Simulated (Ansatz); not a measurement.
SiNi3 (Pm-3m), rigid cleavage

Theory: Ansatz 0.2.0, DFT PBE, scalar-relativistic, plane waves, PAW. Cutoff 420 eV, Γ-centred 13×13×5 k-points, Gaussian smearing of 0.15 eV. No spin polarisation. A magnetic state may lie lower. Energies are free energies at this smearing, counted from the undisturbed cell; pressure is positive in compression.

The starting cell (relaxed at this level; it needn't be the usual structure):

```
CELL_PARAMETERS angstrom
0.00000 -3.50626 0.00000
0.00000 0.00000 -3.50626
10.51878 0.00000 0.00000
ATOMIC_POSITIONS crystal
Si 0.00000 0.00000 0.24998
Si 0.00000 0.00000 0.58332
Si 0.00000 0.00000 0.91665
Ni 0.50000 0.50000 0.91665
Ni 0.50000 0.50000 0.24998
Ni 0.50000 0.50000 0.58332
Ni 0.00000 0.50000 0.08332
Ni 0.00000 0.50000 0.41665
Ni 0.00000 0.50000 0.74998
Ni 0.50000 0.00000 0.08332
Ni 0.50000 0.00000 0.41665
Ni 0.50000 0.00000 0.74998
```

The cut lies on the cell's a–b face, a (1 0 0) plane (indices in the standard cell, whose axes needn't be the Cartesian ones shown) of area 12.29 Å², between layers 1.75 Å apart. Vector c is lengthened by d along the normal with the atoms' Cartesian places fixed: one unrelaxed cut a cell. The cell is metallic on the mesh throughout.

```tsv
d (Å)	energy (J/m²)	traction dE/dd (GPa)
-0.30	0.89	-66.6
-0.15	?	?
0.00	0.00	0.0
0.25	0.37	25.8
0.50	?	?
0.75	1.99	32.9
1.00	2.76	27.8
1.50	3.86	16.3
2.00	4.45	8.1
3.00	4.84	1.4
4.50	?	?
6.00	4.91	0.0
```

**Question.** Give the withheld values.

**Answer.** energy (J/m²) at d (Å) = -0.15: 0.20; traction dE/dd (GPa) at d (Å) = -0.15: -27.9; energy (J/m²) at d (Å) = 0.50: 1.14; traction dE/dd (GPa) at d (Å) = 0.50: 34.1; energy (J/m²) at d (Å) = 4.50: 4.91; traction dE/dd (GPa) at d (Å) = 4.50: 0.1.

Cost: 12 runs of about 14 core-minutes in all, on Intel Xeon 6975P-C (Granite Rapids) (shared hosts).